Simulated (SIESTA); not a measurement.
# CsBr: equation of state with PBEsol

Crystal: CsBr.

```xyz
2
Lattice="4.3256 0.0000 0.0000 0.0000 4.3256 0.0000 0.0000 0.0000 4.3256" Properties=species:S:1:pos:R:3 pbc="T T T"
Cs    0.0000    0.0000    0.0000
Br    2.1628    2.1628    2.1628
```

The cell comes from a database or a generator and needn't be the stable form of this composition.

```json
{
  "Program": "SIESTA 5.4.2",
  "Task": "equation of state",
  "Functional": "PBEsol",
  "Potentials or basis": "PseudoDojo 0.4 standard (PBEsol files)",
  "Basis": "DZP (energy shift 0.003 Ry; two zetas on semicore shells; d shell added on Cs)",
  "Grid cutoff": "500 Ry",
  "Energy shift": "0.003 Ry",
  "k mesh": "6 × 6 × 6",
  "Occupations": "fermi-dirac, width 0.05 eV",
  "Spin": "no spin polarisation"
}
```

```
Equilibrium volume : 37.58 Å³/atom (rough: see the caveat)
Bulk modulus       : 17.1 GPa (rough)
```

Energy against volume, from the lowest point:
```
volume (Å³/atom)  energy (meV/atom)
          38.040               0.00
          38.850               1.85
          39.659               5.21
          40.468               9.91
          41.278              15.74
          42.087              22.59
          42.896              30.33
```

All runs of the series together: 3.2 min on 1 thread of Intel(R) Xeon(R) Platinum 8375C CPU @ 2.90GHz (Ice Lake), on a shared host.

Caveat: the minimum lies outside the volumes run; the basis of atomic orbitals isn't converged, which shifts pressures, moduli and gaps. Spin-orbit coupling is left out, which matters for the levels of Cs.
